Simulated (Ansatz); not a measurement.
Fe under changes of volume

One of the cells (9.857 Å³/atom); the others are scaled copies at fixed shape and fractional positions:

```xyz
2
Lattice="2.4342 0.0000 0.0000 -1.2171 2.1080 0.0000 0.0000 0.0000 3.8419" Properties=species:S:1:pos:R:3 pbc="T T T"
Fe    1.2171    0.7027    2.8815
Fe    0.0000    1.4054    0.9605
```

This isn't the form of Fe at room conditions, which is bcc.

* Program: Ansatz 0.2.0
* Functional: r2SCAN
* Potentials or basis: Ansatz PAW
* Cutoff: 500 eV (not typed: the program's choice for these potentials)
* k mesh: 12 × 12 × 7
* Occupations: fermi-dirac, width 0.05 eV
* Spin: collinear spin, ferromagnetic start
* Starting moments: [3.0, 3.0] μB

```csv
volume (Å³/atom),energy over the lowest point (meV/atom),pressure (GPa),moment (μB per cell)
9.266,423.55,82.7,4.95
9.463,?,?,?
9.660,245.39,63.6,5.05
9.857,171.34,56.6,5.16
10.054,105.85,49.6,5.23
10.251,48.88,42.9,5.28
10.448,0.00,36.6,5.32
```

Question: What does the run at 9.463 Å³/atom give?

Answer: Energy over the lowest point 328.29 meV/atom; pressure 72.3 GPa; moment 4.98 μB per cell.

Worked out: A Birch-Murnaghan fit of order 3 (a polynomial in V^(-2/3)) to the other rows has no minimum within the range. It gives 329.40 meV/atom at 9.463 Å³/atom, against the run's 328.29, and -dE/dV = 72.3 GPa, against 72.3. A parabola through the other rows of the moment, of slope 0.362 μB per Å³/atom there, gives 5.01 μB, against the run's 4.98.

Energies are extrapolated to zero smearing.

Caveats: the magnetic or orbital state may not be the lowest; the PAW data sets come from PBE, with cores solved anew for the run's functional, which leaves a small shift of forces and pressure.
